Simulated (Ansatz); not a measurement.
Runs of Ansatz 0.2.0 on GaAs. Symmetry: I4/mmm, No. 139, tetragonal system. Conventional cell: a = 3.762 Å, b = 3.762 Å, c = 6.052 Å, α = 90.00°, β = 90.00°, γ = 90.00°. Ga (site symmetry 4/mmm) is surrounded by 6 As at 2.66 to 3.03 Å. As (site symmetry 4/mmm) has 6 Ga at 2.66 to 3.03 Å as nearest neighbours. The cell was built by a generator and needn't be a form met in nature.

| task | level | spin | cell | k mesh | points for each segment of the path | gap on the mesh (eV) | pressure (GPa) | relaxed volume (Å³/atom) |
| --- | --- | --- | --- | --- | --- | --- | --- | --- |
| relaxation of cell and atoms | PBE0 | off | relaxed | 5 × 5 × 5 | - | none | 0.0 | 18.84 |
| single point | PBEsol0 | off | as given | 5 × 5 × 5 | - | none | -8.0 | - |
| single point | PBE0 | off | as given | 5 × 5 × 5 | - | none | (a) | - |
| band structure | HSE03 | off | as given | 5 × 5 × 5 | 4 | none | -5.4 | - |
| single point | HSE06 | SOC, no magnetisation | as given | 4 × 4 × 4 | - | none | -4.2 | - |
| relaxation of cell and atoms | B3LYP | off | relaxed | 5 × 5 × 5 | - | none | 0.0 | 20.30 |
| band structure | HSE06 | off | as given | 5 × 5 × 5 | 4 | none | (b) | - |
| band structure | HSEsol | off | as given | 5 × 5 × 5 | 4 | none | -7.7 | - |

Alike in all rows: potentials or basis Ansatz PAW; cutoff (eV) 420; smearing fermi-dirac 0.05 eV; the mesh is coarse, so values aren't converged.

Problem. Fill in the values left out.

Solution. (a) -5.9; (b) -5.8.

Caveats: all runs use coarse meshes; the PAW data sets come from PBE, with cores solved anew for the run's functional, which leaves a small shift of forces and pressure; the thresholds are loose for stress (some runs); the plane-wave basis is chosen anew once the cell has moved, so the energies of steps on either side of that aren't comparable (some runs).

A k mesh can miss the band edges, and rows without SOC leave out spin-orbit coupling on As, Ga.

A gap of «none» marks a metal or a gap under the smearing width.
